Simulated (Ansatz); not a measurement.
# C: from a guess to a relaxed structure, part 1 of 2

The task: take a trial cell of C to zero force and stress.

Program: Ansatz 0.2.0. Level of theory: DFT PBE, scalar-relativistic, plane waves, PAW. These are calculated values, not measurements.

## (1) The structure to begin with

Symmetry: Cmmm, No. 65, orthorhombic system. Conventional cell: a = 2.367 Å, b = 7.760 Å, c = 2.462 Å, α = 90.00°, β = 90.00°, γ = 90.00°. C (site symmetry m2m) has 3 C at 1.46 Å as nearest neighbours. C (site symmetry m2m) has 4 C at 1.46 Å as nearest neighbours.

As a file:

```cif
data_structure
_symmetry_space_group_name_H-M 'P 1'
_symmetry_Int_Tables_number 1
_cell_length_a 4.0563
_cell_length_b 4.0563
_cell_length_c 2.4620
_cell_angle_alpha 90.000
_cell_angle_beta 90.000
_cell_angle_gamma 146.072
_cell_volume 22.61
loop_
_atom_site_label
_atom_site_type_symbol
_atom_site_fract_x
_atom_site_fract_y
_atom_site_fract_z
_atom_site_occupancy
C1 C 0.09403 0.90597 0.50000 1
C2 C 0.90597 0.09403 0.50000 1
C3 C 0.19500 0.80500 0.00000 1
C4 C 0.80500 0.19500 0.00000 1
```

A structure generator made this guess: 3-, 4-connected net of one element (Cmmm, No. 65). The dimensions are guesses.

## (2) A first look at the guess

File input.yaml:

```yaml
crystal:
  lattice:
    - [1.18350787, -3.87975839, 0.0]
    - [1.18350787, 3.87975839, 0.0]
    - [0.0, 0.0, 2.46202974]
  atoms:
    - { symbol: C, position: [0.09402612, 0.90597388, 0.5] }
    - { symbol: C, position: [0.90597388, 0.09402612, 0.5] }
    - { symbol: C, position: [0.1949989, 0.8050011, 0.0] }
    - { symbol: C, position: [0.8050011, 0.1949989, 0.0] }
basis:
  ecutwfc: 420
kpoints:
  mp_grid: { grid: [8, 8, 8] }
hamiltonian:
  xc: pbe
scf:
  occupations: { method: gaussian, width: 0.1 }
  lower_state_search: "off"
output:
  forces: true
  stress: true
  eigenvalues: true
```

The run is started by

```console
$ ansatz run input.yaml --threads 1 --pin off --max-ram 2560MiB --backend cpu --events-out ev --progress --plain --runs-dir out
```

Output (excerpt; [...] marks lines left out):

```text
Warning: RAYON_NUM_THREADS=1 ignored (pool sized by the plan → 1); use --threads N
[...]
Pseudopotentials: kind: paw
Pseudopotential: C, paw, valence charge 4, recommended cutoff 420 eV (normal), C.paw.azcp
Functional definition: PBE
[...]
Crystal: 4 atoms, lattice volume = 22.610 Å³
Basis set: ecut = 420 eV, 423 PW (Γ), exchange–correlation on 60×60×36 points (8 copies of the dense FFT grid, shifted against one another)
Bands: 12, of which v1, the nominal top of the filled ones, is band 8 counted from 1 (7 counted from 0)
Symmetry: 8 space group operations
Space group: Cmmm (ITA 65), of the structure as read, at distance tolerance 2.8e-5 Å
k-points: 105 of 512
[...]
Free energy (F): -1000.906917 eV
[...]
E sigma→0 (E₀):  -1000.903574 eV
Entropy (-TS):   -0.006686 eV (-1.671 meV/atom)
Fermi energy:    14.054488 eV
[...]
--- Forces (eV/Å), atoms counted from 1 ---
  atom   1  C      0.00000000     3.69210532     0.00000000
  atom   2  C      0.00000000    -3.69210532    -0.00000000
  atom   3  C      0.00000000     3.33780053     0.00000000
  atom   4  C      0.00000000    -3.33780053    -0.00000000
[...]
--- Stress (GPa, compression-positive) ---
       66.188134      -0.000000      -0.000000
       -0.000000      40.560942       0.000000
       -0.000000       0.000000      38.979098
  P = ⅓ Tr σ = 48.5761 GPa (485.761 kbar)
--- Band table (eV; the first three rows and the last of 105) ---
  k-point 0: bands = ["-8.9875", "-1.3316", "-0.4391", "6.0464", "8.3669", "11.4705", "11.6690", "13.6722", "18.4742", "18.5901", "20.0930", "21.9242"]
[...]
```

It took 7.5 s on 1 thread of Intel Xeon at 2.50GHz (Skylake/Cascade Lake), shared host; peak memory 0.32 GiB.

From the probe: pressure 48.6 GPa, largest force 3.69 eV/Å, gap on this mesh none (metal). A cheap, loose relaxation comes first.

## (3) Spin check on a coarse mesh

File input.yaml:

```yaml
crystal:
  lattice:
    - [1.18350787, -3.87975839, 0.0]
    - [1.18350787, 3.87975839, 0.0]
    - [0.0, 0.0, 2.46202974]
  atoms:
    - { symbol: C, position: [0.09402612, 0.90597388, 0.5], spin: 1.0 }
    - { symbol: C, position: [0.90597388, 0.09402612, 0.5], spin: 1.0 }
    - { symbol: C, position: [0.1949989, 0.8050011, 0.0], spin: 1.0 }
    - { symbol: C, position: [0.8050011, 0.1949989, 0.0], spin: 1.0 }
basis:
  ecutwfc: 420
kpoints:
  mp_grid: { grid: [8, 8, 8] }
hamiltonian:
  xc: pbe
scf:
  occupations: { method: gaussian, width: 0.1 }
  lower_state_search: "off"
output:
  forces: true
  stress: true
  eigenvalues: true
  populations: true
magnetization:
  spin_polarized: true
```

The run is started by

```console
$ ansatz run input.yaml --threads 1 --pin off --max-ram 2560MiB --backend cpu --events-out ev --progress --plain --runs-dir out
```

Output (excerpt; [...] marks lines left out):

```text
[...]
SCF converged after 19 iterations
Magnetization: -0.0001 μB (8.0000 up, 8.0000 down)
Absolute magnetization: 0.0001 μB (∫|ρ↑−ρ↓|, with the PAW one-centre terms)
Spin contamination: 0.0000 ħ² per cell (⟨S²⟩ above its minimum at these occupations)
[...]
--- Band table (eV; the first three rows and the last of 210) ---
  k-point 0 ↑: bands = ["-8.9875", "-1.3316", "-0.4390", "6.0464", "8.3669", "11.4705", "11.6691", "13.6722", "18.4742", "18.5900", "20.0930", "21.9243", "23.9054", "25.9730"]
[...]
--- Löwdin populations: 4 sites ---
  site symbol       q [e]    m [muB]
     0      C      4.0027    -0.0000
     1      C      4.0027    -0.0000
     2      C      3.9541    -0.0000
     3      C      3.9541    -0.0000
  spilling = 0.005399 (of n_electrons = 16.000000)
```

It took 32 s on 1 thread of Intel Xeon at 2.50GHz (Skylake/Cascade Lake), shared host; peak memory 0.34 GiB.

Per atom:

```
atom  Löwdin electrons
  C1              4.00
  C2              4.00
  C3              3.95
  C4              3.95
```

The same cell is solved with trial moments on C. The largest site moment that stays is 0.00 μB and the cell's total 0.00 μB. The workflow keeps spin only above 0.25 μB on a site, so the next run goes without spin.

## (4) Coarse relaxation

File input.yaml:

```yaml
crystal:
  lattice:
    - [1.18350787, -3.87975839, 0.0]
    - [1.18350787, 3.87975839, 0.0]
    - [0.0, 0.0, 2.46202974]
  atoms:
    - { symbol: C, position: [0.09402612, 0.90597388, 0.5] }
    - { symbol: C, position: [0.90597388, 0.09402612, 0.5] }
    - { symbol: C, position: [0.1949989, 0.8050011, 0.0] }
    - { symbol: C, position: [0.8050011, 0.1949989, 0.0] }
basis:
  ecutwfc: 420
kpoints:
  mp_grid: { grid: [8, 8, 8] }
hamiltonian:
  xc: pbe
scf:
  occupations: { method: gaussian, width: 0.1 }
  lower_state_search: "off"
output:
  forces: true
  stress: true
  eigenvalues: true
relax:
  adjacent_minimum: "off"
  f_tol: 0.04
  max_steps: 70
  cell: { stress_tol: 0.4 }
```

The run is started by

```console
$ ansatz run input.yaml --threads 1 --pin off --max-ram 2560MiB --backend cpu --events-out ev --progress --plain --runs-dir out
```

Output:

```text
Warning: RAYON_NUM_THREADS=1 ignored (pool sized by the plan → 1); use --threads N
Engine: ansatz 0.2.0, x86_64-unknown-linux-gnu
[... 3 set-up lines as earlier in the session ...]
  parameter kappa = 0.804
  parameter beta = 0.06672455060314922
  exchange = pbe_x(kappa = kappa, mu = beta*pi^2/3)
  correlation = pbe_c(beta = beta)
Crystal: 4 atoms, lattice volume = 22.610 Å³
Basis set: ecut = 420 eV, 423 PW (Γ), exchange–correlation on 60×60×36 points (8 copies of the dense FFT grid, shifted against one another)
Bands: 12, of which v1, the nominal top of the filled ones, is band 8 counted from 1 (7 counted from 0)
[... 2 set-up lines as earlier in the session ...]
k-points: 105 of 512
Non-local potential: C, projectors of the file, l = 0: 2, l = 1: 2, l = 2: 1
PAW form: soft (Blöchl's): semilocal exchange-correlation on the pseudo side does not see the compensation charge
PAW one-centre angular grid: C, 110 points (default); XC on 64 Gauss nodes
Initial density: superposition of atomic densities (neutral atoms: chi_scale 0, normalization atom), corrected by the library's trained network
Initial wavefunctions: pseudopotential atomic-orbital guess
Functional: x = pbe(κ = 0.804, μ = 0.2195149727645171), c = pbe(β = 0.06672455060314922)
SCF iter   1: F=—  HF=-1000.917870 eV  |F-HF|=—  |Δ(HF+E_count)|=         —  Δρ=1.36e-2  dr2=3.57e-2  ethr=1.77e-3  ⟨swp⟩=5.4  Hψ=7296  notcnv=0
preconditioner: auto → none  [metal: Δε(μ)=0.020 eV  Ē_g=16.887 eV  σ=0.100 eV  W_gap=0.11  n_scr=4 (ndim 8)  ℏωp=31.2 eV  f_vac=0.000  D(μ)=1.35/eV (n_scr^D=14)  sad-step TF]
SCF iter   2: F=—  HF=-1000.911750 eV  |F-HF|=—  |Δ(HF+E_count)|=   6.12e-3  Δρ=8.27e-3  dr2=1.54e-2  ethr=2.23e-4  ⟨swp⟩=1.0  Hψ=2100  notcnv=0
SCF iter   3: F=—  HF=-1000.906874 eV  |F-HF|=—  |Δ(HF+E_count)|=   4.88e-3  Δρ=8.20e-4  dr2=9.40e-5  ethr=9.62e-5  ⟨swp⟩=2.4  Hψ=2011  notcnv=0
SCF iter   4: F=—  HF=-1000.906917 eV  |F-HF|=—  |Δ(HF+E_count)|=   4.26e-5  Δρ=2.54e-4  dr2=1.07e-5  ethr=5.88e-7  ⟨swp⟩=2.2  Hψ=2012  notcnv=0
SCF iter   5: F=—  HF=-1000.906916 eV  |F-HF|=—  |Δ(HF+E_count)|=   4.67e-7  Δρ=8.05e-5  dr2=5.82e-7  ethr=6.67e-8  ⟨swp⟩=2.5  Hψ=1807  notcnv=0
SCF iter   6: F=-1000.906917 eV  HF=-1000.906917 eV  |F-HF|=7.37e-10  |Δ(HF+E_count)|=   1.01e-7  Δρ=1.79e-5  dr2=2.57e-8  ethr=6.25e-10  ⟨swp⟩=7.0  Hψ=6226  notcnv=0
SCF 1 converged in 6 iterations: F = -1000.906917 eV  dr2 = 2.57e-8
relax step   1: F+E_penalty+E_count = -1000.90691657 eV  Δ(F+E_penalty+E_count) = +0.000e0 eV  max|allowed force component| = 3.692e0 eV/Å  Δτ_max = 0.0000 Å  P = +48.576 GPa  Ω = 22.610 Å³  (6 SCF iters, dr2 threshold 1.00e-7 eV, accepted)
Crystal: 4 atoms, lattice volume = 24.166 Å³
Basis set: ecut = 420 eV, 457 PW (Γ), exchange–correlation on 60×60×36 points (8 copies of the dense FFT grid, shifted against one another)
Initial density: handed on by an earlier stage of this run
Initial wavefunctions: those handed on with the density
iter 1 solved again at ethr=1.14e-3 eV; its pass at ethr=3.10e-3 eV (dr2=1.83e-1 eV) is discarded
SCF iter   1: F=—  HF=-1001.617113 eV  |F-HF|=—  |Δ(HF+E_count)|=         —  Δρ=2.44e-2  dr2=1.84e-1  ethr=1.14e-3  ⟨swp⟩=1.0  Hψ=10654  notcnv=0
preconditioner: auto → none  [metal: Δε(μ)=0.105 eV  Ē_g=16.308 eV  σ=0.100 eV  W_gap=0.49  n_scr=4 (ndim 8)  ℏωp=30.2 eV  f_vac=0.000  D(μ)=0.48/eV (n_scr^D=2)]
SCF iter   2: F=—  HF=-1001.567144 eV  |F-HF|=—  |Δ(HF+E_count)|=   5.00e-2  Δρ=8.12e-3  dr2=1.22e-2  ethr=1.14e-3  ⟨swp⟩=2.2  Hψ=2124  notcnv=0
SCF iter   3: F=—  HF=-1001.565110 eV  |F-HF|=—  |Δ(HF+E_count)|=   2.03e-3  Δρ=1.87e-3  dr2=4.91e-4  ethr=7.64e-5  ⟨swp⟩=2.1  Hψ=2610  notcnv=0  defer=1
SCF iter   4: F=—  HF=-1001.565248 eV  |F-HF|=—  |Δ(HF+E_count)|=   1.38e-4  Δρ=3.01e-4  dr2=9.23e-6  ethr=3.07e-6  ⟨swp⟩=2.7  Hψ=2096  notcnv=0  defer=1
SCF iter   5: F=—  HF=-1001.565268 eV  |F-HF|=—  |Δ(HF+E_count)|=   1.93e-5  Δρ=2.67e-5  dr2=9.59e-8  ethr=5.77e-8  ⟨swp⟩=2.1  Hψ=2021  notcnv=0  defer=1
SCF iter   6: F=-1001.565268 eV  HF=-1001.565268 eV  |F-HF|=8.55e-10  |Δ(HF+E_count)|=   1.18e-7  Δρ=3.96e-6  dr2=1.73e-9  ethr=5.99e-10  ⟨swp⟩=2.9  Hψ=5298  notcnv=0
SCF 2 converged in 6 iterations: F = -1001.565268 eV  dr2 = 1.73e-9
relax step   2: F+E_penalty+E_count = -1001.56526780 eV  Δ(F+E_penalty+E_count) = -6.584e-1 eV  max|allowed force component| = 2.491e0 eV/Å  Δτ_max = 0.0275 Å  P = +17.157 GPa  Ω = 24.166 Å³  energy of the carried Pulay correction = -7.831e-3 eV  (6 SCF iters, dr2 threshold 4.00e-7 eV, accepted)
Crystal: 4 atoms, lattice volume = 25.294 Å³
Basis set: ecut = 420 eV, 481 PW (Γ), exchange–correlation on 60×60×36 points (8 copies of the dense FFT grid, shifted against one another)
iter 1 solved again at ethr=1.09e-3 eV; its pass at ethr=3.10e-3 eV (dr2=1.75e-1 eV) is discarded
SCF iter   1: F=—  HF=-1001.957164 eV  |F-HF|=—  |Δ(HF+E_count)|=         —  Δρ=2.42e-2  dr2=1.79e-1  ethr=1.09e-3  ⟨swp⟩=1.0  Hψ=10626  notcnv=0
preconditioner: auto → none  [metal: Δε(μ)=0.097 eV  Ē_g=16.059 eV  σ=0.100 eV  W_gap=0.48  n_scr=4 (ndim 8)  ℏωp=29.5 eV  f_vac=0.000  D(μ)=0.45/eV (n_scr^D=2)]
SCF iter   2: F=—  HF=-1001.907377 eV  |F-HF|=—  |Δ(HF+E_count)|=   4.98e-2  Δρ=7.86e-3  dr2=9.49e-3  ethr=1.09e-3  ⟨swp⟩=2.0  Hψ=2129  notcnv=0
SCF iter   3: F=—  HF=-1001.906263 eV  |F-HF|=—  |Δ(HF+E_count)|=   1.11e-3  Δρ=2.11e-3  dr2=5.09e-4  ethr=5.93e-5  ⟨swp⟩=1.9  Hψ=2444  notcnv=0
SCF iter   4: F=—  HF=-1001.906415 eV  |F-HF|=—  |Δ(HF+E_count)|=   1.52e-4  Δρ=2.08e-4  dr2=3.93e-6  ethr=3.18e-6  ⟨swp⟩=2.3  Hψ=2105  notcnv=0
SCF iter   5: F=—  HF=-1001.906426 eV  |F-HF|=—  |Δ(HF+E_count)|=   1.04e-5  Δρ=2.42e-5  dr2=6.56e-8  ethr=2.46e-8  ⟨swp⟩=2.2  Hψ=2037  notcnv=0
SCF iter   6: F=-1001.906426 eV  HF=-1001.906426 eV  |F-HF|=8.94e-10  |Δ(HF+E_count)|=   1.01e-7  Δρ=2.67e-6  dr2=9.51e-10  ethr=4.10e-10  ⟨swp⟩=2.5  Hψ=4905  notcnv=0
SCF 3 converged in 6 iterations: F = -1001.906426 eV  dr2 = 9.51e-10
relax step   3: F+E_penalty+E_count = -1001.90642599 eV  Δ(F+E_penalty+E_count) = -3.412e-1 eV  max|allowed force component| = 3.767e-1 eV/Å  Δτ_max = 0.0352 Å  P = +7.145 GPa  Ω = 25.294 Å³  energy of the carried Pulay correction = -1.320e-2 eV  (6 SCF iters, dr2 threshold 4.00e-7 eV, accepted)
[... from here on, the SCF cycles and remarks between the steps are left out ...]
relax step   4: F+E_penalty+E_count = -1001.96042038 eV  Δ(F+E_penalty+E_count) = -5.399e-2 eV  max|allowed force component| = 4.458e-1 eV/Å  Δτ_max = 0.0062 Å  P = +0.529 GPa  Ω = 26.222 Å³  energy of the carried Pulay correction = -1.742e-2 eV  (6 SCF iters, dr2 threshold 4.00e-7 eV, accepted)
relax step   5: F+E_penalty+E_count = -1001.96629583 eV  Δ(F+E_penalty+E_count) = -5.875e-3 eV  max|allowed force component| = 1.955e-1 eV/Å  Δτ_max = 0.0058 Å  P = +0.989 GPa  Ω = 26.133 Å³  energy of the carried Pulay correction = -1.702e-2 eV  (6 SCF iters, dr2 threshold 4.00e-7 eV, accepted)
relax step   6: F+E_penalty+E_count = -1001.96740334 eV  Δ(F+E_penalty+E_count) = -1.108e-3 eV  max|allowed force component| = 6.787e-2 eV/Å  Δτ_max = 0.0035 Å  P = +0.215 GPa  Ω = 26.184 Å³  energy of the carried Pulay correction = -1.725e-2 eV  (6 SCF iters, dr2 threshold 4.00e-7 eV, accepted)
relax step   7: F+E_penalty+E_count = -1001.96739982 eV  Δ(F+E_penalty+E_count) = +3.513e-6 eV  max|allowed force component| = 5.999e-3 eV/Å  Δτ_max = 0.0008 Å  P = -0.093 GPa  Ω = 26.203 Å³  energy of the carried Pulay correction = -1.734e-2 eV  (6 SCF iters, dr2 threshold 2.88e-7 eV, accepted)
relax step   8: F+E_penalty+E_count = -1002.02717512 eV  Δ(F+E_penalty+E_count) = -5.978e-2 eV  max|allowed force component| = 2.686e-2 eV/Å  Δτ_max = 0.0000 Å  P = +2.478 GPa  Ω = 26.203 Å³  stress off target by 5.18e0 GPa  SCF on the basis re-selected at this cell (its energy is not comparable with the rows above)  (6 SCF iters)
relax step   9: F+E_penalty+E_count = -1002.03021979 eV  Δ(F+E_penalty+E_count) = -3.045e-3 eV  max|allowed force component| = 3.512e-2 eV/Å  Δτ_max = 0.0009 Å  P = +0.313 GPa  Ω = 26.472 Å³  energy of the carried Pulay correction = -1.559e-3 eV  (6 SCF iters, dr2 threshold 4.00e-7 eV, accepted)
relax step  10: F+E_penalty+E_count = -1002.03008145 eV  Δ(F+E_penalty+E_count) = +1.383e-4 eV  max|allowed force component| = 1.389e-2 eV/Å  Δτ_max = 0.0005 Å  P = -0.007 GPa  Ω = 26.528 Å³  energy of the carried Pulay correction = -1.897e-3 eV  (6 SCF iters, dr2 threshold 4.00e-7 eV, accepted)
iter 1 solved again at ethr=3.87e-8 eV; its pass at ethr=3.10e-3 eV (dr2=6.19e-6 eV) is discarded
SCF iter   1: F=—  HF=-1002.032238 eV  |F-HF|=—  |Δ(HF+E_count)|=         —  Δρ=1.26e-4  dr2=5.82e-7  ethr=3.87e-8  ⟨swp⟩=3.7  Hψ=10814  notcnv=0
preconditioner: auto → none  [insulator: Δε(μ)=0.105 eV  Ē_g=15.686 eV  σ=0.100 eV  W_gap=0.54  n_scr=8 (ndim 8)  ℏωp=28.8 eV  f_vac=0.000  D(μ)=0.23/eV (n_scr^D=0)  ε∞_Penn≈4.4]
SCF iter   2: F=—  HF=-1002.032245 eV  |F-HF|=—  |Δ(HF+E_count)|=   7.41e-6  Δρ=6.29e-5  dr2=1.30e-7  ethr=3.64e-9  ⟨swp⟩=2.3  Hψ=2091  notcnv=0
iter 3 did not close the SCF: its close was put off for the readings that it lacked (scf_convergence_deferred on its scf_iter line)
SCF iter   3: F=-1002.032246 eV  HF=-1002.032246 eV  |F-HF|=2.29e-9  |Δ(HF+E_count)|=   5.34e-7  Δρ=3.82e-6  dr2=5.81e-10  ethr=8.12e-10  ⟨swp⟩=2.0  Hψ=2094  notcnv=0
iter 4 did not close the SCF: its close was put off for the readings that it lacked (scf_convergence_deferred on its scf_iter line)
SCF iter   4: F=-1002.032246 eV  HF=-1002.032246 eV  |F-HF|=1.36e-12  |Δ(HF+E_count)|=   2.35e-9  Δρ=2.71e-7  dr2=1.36e-11  ethr=3.63e-12  ⟨swp⟩=2.0  Hψ=2101  notcnv=0
iter 5 did not close the SCF: its close was put off for the readings that it lacked (scf_convergence_deferred on its scf_iter line)
SCF iter   5: F=-1002.032246 eV  HF=-1002.032246 eV  |F-HF|=5.68e-13  |Δ(HF+E_count)|=  6.37e-12  Δρ=8.21e-8  dr2=8.87e-13  ethr=1.00e-12  ⟨swp⟩=1.0  Hψ=1260  notcnv=0
iter 6 did not close the SCF: its close was put off for the readings that it lacked (scf_convergence_deferred on its scf_iter line)
SCF iter   6: F=-1002.032246 eV  HF=-1002.032246 eV  |F-HF|=2.27e-13  |Δ(HF+E_count)|=  6.82e-13  Δρ=2.51e-8  dr2=9.85e-14  ethr=1.00e-12  ⟨swp⟩=1.0  Hψ=1260  notcnv=0
SCF iter   7: F=-1002.032246 eV  HF=-1002.032246 eV  |F-HF|=2.27e-13  |Δ(HF+E_count)|=  2.27e-13  Δρ=6.29e-9  dr2=5.04e-15  ethr=1.00e-12  ⟨swp⟩=1.6  Hψ=3049  notcnv=0
SCF 11 converged in 7 iterations: F = -1002.032246 eV  dr2 = 5.04e-15
relax step  11: F+E_penalty+E_count = -1002.03224572 eV  Δ(F+E_penalty+E_count) = -2.164e-3 eV  max|allowed force component| = 1.377e-2 eV/Å  Δτ_max = 0.0000 Å  P = +0.031 GPa  Ω = 26.528 Å³  stress off target by 7.54e-2 GPa  SCF on the basis re-selected at this cell (its energy is not comparable with the rows above)  (7 SCF iters)
basis re-selected at this cell: Δ(F+E_penalty+E_count) = -2.164e-3 eV, ΔP = +0.038 GPa vs the last step (what re-selecting the basis moved, of the pressure what is left beyond the Pulay correction that the steps carried, after the strain that the cell walked since its last selection, with what the two solves' SCF thresholds leave and, on support functions, any second-order correction that the steps lacked; it is no measure of the basis error at this ecutwfc). This SCF's stress stands 7.54e-2 GPa from its target on what of the cell is left free (relax.cell.stress_tol is 4.00e-1 GPa) and its largest allowed force component is 1.38e-2 eV/Å (relax.f_tol is 4.00e-2 eV/Å): within both
SCF converged after 7 iterations
Free energy (F): -1002.032246 eV
Harris-Foulkes:  -1002.032246 eV  (|F-HF|=2.27e-13)
Internal energy: -1002.031112 eV  (E = F + TS)
E sigma→0 (E₀):  -1002.031679 eV
Entropy (-TS):   -0.001134 eV (-0.284 meV/atom)
Fermi energy:    11.599700 eV
--- Per-component energies (eV) ---
  E_band       = 30.731435
  E_kinetic    = 364.130356
  E_local      = -347.590609  (includes V_loc(G=0)·N_el)
  E_nonlocal   = 107.771077
  E_hartree    = 85.982081
  E_xc         = -192.748011
  E_vxc        = -238.969329  (∫ρ·V_xc dr)
  E_paw        = -396.848303  (= ΣΔE_a)
  E_vpaw       = -26.574252  (= ΣTr[D̂ρ^β])
  E_aug_tail   = 0.000030  (compensation charges beyond the density's cutoff)
  E_ewald      = -622.727732
  E_smearing   = -0.001134  (= −TS)
  E_closure    = -0.000000  (closes the sum)
  Σ components = -1002.032246   (vs F -1002.032246, Δ=0.00e0)
--- Forces (eV/Å), atoms counted from 1 ---
  atom   1  C      0.00000000    -0.01377086     0.00000000
  atom   2  C      0.00000000     0.01377086    -0.00000000
  atom   3  C      0.00000000     0.00127896    -0.00000000
  atom   4  C      0.00000000    -0.00127896     0.00000000
  max |Σ_I F_I| component: 2.17e-19 eV/Å
--- Stress (GPa, compression-positive) ---
        0.075412      -0.000000      -0.000000
       -0.000000       0.046854       0.000000
       -0.000000       0.000000      -0.029424
  P = ⅓ Tr σ = 0.0309 GPa (0.309 kbar)
--- Band table (eV; the first three rows and the last of 105) ---
  k-point 0: bands = ["-9.6205", "-2.8291", "-2.2621", "4.6155", "5.7224", "8.6281", "9.1283", "9.2043", "13.9396", "16.3818", "17.5735", "18.8990"]
  k-point 1: bands = ["-9.3368", "-2.5811", "-2.0844", "3.3469", "5.9429", "7.9266", "8.4804", "8.8654", "14.4705", "18.0123", "18.0640", "18.4660"]
  k-point 2: bands = ["-8.4911", "-1.8393", "-1.8286", "1.1257", "5.5825", "6.5427", "6.7601", "9.5208", "15.4271", "17.3127", "19.1216", "19.9258"]
  k-point 104: bands = ["-4.5289", "-3.7308", "-2.8655", "-1.9951", "4.7388", "7.3188", "7.5478", "10.3410", "16.6189", "16.7081", "18.5158", "18.7558"]
--- Relaxed structure (9 steps of the walk, 9 accepted, 2 SCFs on fresh bases) ---
  F+E_penalty+E_count = -1002.03224572 eV   max|allowed force component| = 1.377e-2 eV/Å   (the final SCF, on the basis selected at the relaxed cell)
  cell:  # Å, volume = 26.5278 Å³
    - [1.3527268956267267, -3.9077129125950756, -5.679352685203292e-18]
    - [1.3527268956267267, 3.9077129125950756, 5.679352685203295e-18]
    - [3.186062865230504e-33, 3.604022160493187e-18, 2.509214559263332]
  atoms:
    - { symbol: C, position: [0.08591661610268136, 0.9140833838973186, 0.5] }
    - { symbol: C, position: [0.9140833838973186, 0.08591661610268136, 0.5] }
    - { symbol: C, position: [0.1892947988619298, 0.8107052011380702, 9.979501169308886e-19] }
    - { symbol: C, position: [0.8107052011380702, 0.1892947988619298, -9.979501169308886e-19] }
```

It took 88 s on 1 thread of Intel Xeon at 2.50GHz (Skylake/Cascade Lake), shared host; peak memory 0.34 GiB.

The steps of the relaxation:

| step | energy from step 1 (eV/cell) | largest force component (eV/Å) | pressure (GPa) | volume (Å³) |
| --- | --- | --- | --- | --- |
| 1 | 0.0000 | 3.6921 | 48.58 | 22.61 |
| 2 | -0.6584 | 2.4911 | 17.16 | 24.17 |
| 3 | -0.9995 | 0.3767 | 7.14 | 25.29 |
| 4 | -1.0535 | 0.4458 | 0.53 | 26.22 |
| 5 | -1.0594 | 0.1955 | 0.99 | 26.13 |
| 6 | -1.0605 | 0.0679 | 0.22 | 26.18 |
| 7 | -1.0605 | 0.0060 | -0.09 | 26.20 |
| 8 | -1.1203 | 0.0269 | 2.48 | 26.20 |
| 9 | -1.1233 | 0.0351 | 0.31 | 26.47 |
| 10 | -1.1232 | 0.0139 | -0.01 | 26.53 |
| 11 | -1.1253 | 0.0138 | 0.03 | 26.53 |

Step 1 is the start. Steps 8, 11 each repeat the geometry before them on a plane-wave basis chosen anew, so the energy can jump there without any move.

Lengths and angles in the start's conventional setting:

|  | before | after | change |
| --- | --- | --- | --- |
| a (Å) | 2.367 | 2.705 | +14.3 % |
| b (Å) | 7.760 | 7.815 | +0.7 % |
| c (Å) | 2.462 | 2.509 | +1.9 % |
| volume (Å³/atom) | 5.65 | 6.63 | +17.3 % |
| shortest distance (Å) | 1.459 | 1.343 | -8.0 % |
| space group (0.01 Å) | Cmmm | Cmmm | same |

The run keeps the 8 symmetry operations of the start, so it could not have lowered the symmetry.

(Continued in part 2 of 2.)
